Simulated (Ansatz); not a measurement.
Space group P-6m2 (No. 187). a = 2.936 Å, b = 2.936 Å, c = 2.885 Å, α = 90.00°, β = 90.00°, γ = 120.00°
| atom | site | symmetry | x | y | z |
| --- | --- | --- | --- | --- | --- |
| Ta | 1d | -6m2 | 0.3333 | 0.6667 | 0.5000 |
| N | 1a | -6m2 | 0.0000 | 0.0000 | 0.0000 |

Equation of state of this TaN structure (not necessarily the ground state), with shape and atoms relaxed at each volume where symmetry leaves them free. It has no gap at any of these volumes. Computed with DFT r2SCAN, scalar-relativistic, plane waves, PAW in Ansatz 0.2.0.

Settings: cutoff 500 eV, Γ-centred mesh 18×18×14 on the computed 2-atom cell, Gaussian smearing of 0.10 eV; no spin polarisation.

| V (Å³/atom) | E − E(largest V) (meV/atom) | P (GPa) |
| --- | --- | --- |
| 10.122 | 9.06 | 25.33 |
| 10.445 | -27.86 | 11.65 |
| 10.768 | -39.27 | -0.02 |
| 11.091 | -28.92 | -9.98 |
| 11.414 | 0.00 | -18.48 |

Problem. Fit a third-order Birch–Murnaghan equation to E(V).

Solution. V0 = 10.77 Å³/atom, B0 = 359 GPa, B0' = 4.3.

Spin-orbit coupling is left out, which matters for the bands of heavy elements.

This form isn't the usual stable structure of the compound.